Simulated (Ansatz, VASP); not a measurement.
## Two plane-wave programs on MgZn7O8

```
Mg Zn O
1.0
     0.00000    0.00000   -5.20396
     3.24822    5.62608    0.00000
     3.24822   -5.62608    0.00000
Mg Zn O
1 7 8
Direct
  0.50000 0.16667 0.33333
  0.50000 0.16667 0.83333
  0.50000 0.66667 0.33333
  0.50000 0.66667 0.83333
  0.00000 0.33333 0.66667
  0.00000 0.33333 0.16667
  0.00000 0.83333 0.66667
  0.00000 0.83333 0.16667
  0.62099 0.33333 0.66667
  0.62099 0.33333 0.16667
  0.62099 0.83333 0.66667
  0.62099 0.83333 0.16667
  0.12099 0.16667 0.33333
  0.12099 0.16667 0.83333
  0.12099 0.66667 0.33333
  0.12099 0.66667 0.83333
```

The cell was built by a generator and needn't be a form met in nature.

Alike in both runs: task single point; functional PBEsol; k mesh 4 × 3 × 3; occupations gaussian, width 0.1 eV; no spin polarisation.

|  | VASP | Ansatz |
| --- | --- | --- |
| version | VASP 6.6.1 | Ansatz 0.2.0 |
| potentials or method | VASP PAW PBE potentials, release 64 (Mg, Zn, O) | scalar-relativistic, plane waves, PAW |
| plane-wave cutoff (eV) | 520 | 420 |
| valence electrons in the cell | 134 | 142 |

Ansatz gave:

* gap on the k mesh at the Fermi level (eV): 0.98
* least direct gap on the mesh (eV): 0.98
* pressure (GPa): -1.1
* largest component of the traceless stress (GPa): 0.89
* rms of the force components (eV/Å): 0.060

Task: Which values does VASP return?

Result: gap on the k mesh at the Fermi level (eV): 0.97; least direct gap on the mesh (eV): 0.97; pressure (GPa): -0.4; largest component of the traceless stress (GPa): 0.95; rms of the force components (eV/Å): 0.065.

Atom by atom the forces differ by 0.019 eV/Å (rms over components). With one functional, cell and mesh, what is left measures potentials, basis and numerics. The two sets of potentials don't hold the same shells in valence.

Caveats: the PAW data sets were made with another functional, which shifts forces and pressure a little (VASP). As with any semilocal functional, this PBEsol gap is likely too small.
